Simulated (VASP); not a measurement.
Input of a VASP 6.6.1 run:

Contents of INCAR:

```
SYSTEM = Y
PREC = Accurate ; ENCUT = 520
EDIFF = 1E-7 ; ISMEAR = -1
SIGMA = 0.05 ; LREAL = .False.
LASPH = .True. ; NELM = 150
ALGO = Normal ; ISIF = 2
LWAVE = .False. ; LCHARG = .False.
ISPIN = 2 ; MAGMOM = 1
LORBIT = 11 ; LMAXMIX = 4
GGA = PE ; NBANDS = 16
```

File KPOINTS:

```
regular mesh
0
Gamma
  18 18 18
  0 0 0
```

Contents of POSCAR:

```
Y
1.0
   -2.0986586891      2.0986586891      2.0986586891
    2.0986586891     -2.0986586891      2.0986586891
    2.0986586891      2.0986586891     -2.0986586891
Y
1
Direct
    0.0000000000      0.0000000000      0.0000000000
```

Potentials or basis: VASP PAW PBE potentials, release 64 (Y_sv).

Launch:

```sh
$ cat potpaw_PBE.64/Y_sv/POTCAR > POTCAR
$ mpirun -np 1 vasp_std > vasp.out
```

**Question.** Estimate the site moments.

**Answer.** Y +0.16 μB.

**Question.** Predict the net moment.

**Answer.** 0.29 μB per cell.
